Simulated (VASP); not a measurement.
# TePb: single point with PBEsol

Crystal: TePb.

```
Te Pb
1.0
     0.00000    3.22700    3.22700
     3.22700    0.00000    3.22700
     3.22700    3.22700    0.00000
Te Pb
1 1
Direct
  0.49178 0.50000 0.50000
  0.00000 0.00000 0.00000
```

The cell isn't the ideal one: all Te atoms moved +0.037 Å, as atom 1 towards its neighbour atom 1 (Te) at 4.564 Å.

| Item | Value |
| --- | --- |
| Program | VASP 6.6.1 |
| Task | single point |
| Functional | PBEsol |
| Potentials or basis | VASP PAW PBE potentials, release 64 (Te, Pb_d) |
| Cutoff | 520 eV |
| k mesh | 8 × 8 × 8 |
| Occupations | gaussian, width 0.05 eV |
| Spin | no spin polarisation |
| Dipole correction | no |
| Further INCAR settings | ALGO = Normal; EDIFF = 1e-07; NBANDS = 17 |

| Item | Value |
| --- | --- |
| Pressure | -0.2 GPa |
| Largest force | 0.018 eV/Å |
| Band gap on the k mesh | 0.66 eV, direct |

Forces on the atoms (eV/Å):
```
Te   0.000  0.012  0.012
Pb   0.000 -0.012 -0.012
```

Levels at points of the mesh, in eV from the valence-band top:
```
           k point  band 6  band 7  band 8  band 9  band 10  band 11  band 12  band 13  band 14  band 15
(0.00, 0.00, 0.00)  -12.07   -5.60   -1.35   -1.35    -1.35     4.05     4.06     4.06     5.75     5.76
(0.50, 0.00, 0.00)  -10.62   -8.62   -0.89   -0.88    -0.01     0.67     1.24     1.24     8.28     9.21
(0.00, 0.50, 0.00)  -10.61   -8.62   -0.89   -0.89     0.00     0.66     1.24     1.24     8.29     9.20
(0.50, 0.50, 0.00)  -10.36   -7.32   -4.55   -2.82    -2.82     3.19     5.48     5.48     6.71    10.14
(0.00, 0.50, 0.50)  -10.36   -7.31   -4.55   -2.83    -2.82     3.19     5.48     5.49     6.71    10.14
```

Run time: 37 s on 1 thread of Intel(R) Xeon(R) 6975P-C (Granite Rapids) (shared host), peak memory 0.27 GiB.

Caveat: the PAW data sets were made with another functional, which shifts forces and pressure a little; spin-orbit coupling is left out, which as a rule narrows the gap of such compounds by several tenths of an eV. A k mesh can miss the band edges.
